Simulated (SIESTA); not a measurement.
## Pd in SIESTA: the effect of strain zz

Pd:

```
CELL_PARAMETERS angstrom
0.00000 1.94650 1.86864
1.94650 0.00000 1.86864
1.94650 1.94650 0.00000
ATOMIC_POSITIONS crystal
Pd 0.00000 0.00000 0.00000
```

The cell isn't the ideal one: cell strained along z.

Alike in all runs:

| Property | Result |
| --- | --- |
| Program | SIESTA 5.4.2 |
| Task | band structure |
| Functional | PBEsol |
| Potentials or basis | PseudoDojo 0.4 standard (PBEsol files) |
| Basis | DZP (energy shift 0.003 Ry; two zetas on semicore shells) |
| Grid cutoff | 800 Ry |
| Energy shift | 0.003 Ry |
| k mesh | 12 × 12 × 12 |
| Occupations | fermi-dirac, width 0.05 eV |
| Spin | no spin polarisation |

**Question.** One run gave: pressure -8.6 GPa. Which strain zz did it use?
A. -0.02
B. 0
C. -0.04
D. 0.04
E. 0.02

**Answer.** D.

```csv
strain zz,pressure (GPa)
-0.04,6.1
-0.02,1.7
0,-2.4
0.02,-5.7
0.04,-8.6
```

Caveats: the basis of atomic orbitals isn't converged, which shifts pressures, moduli and gaps.
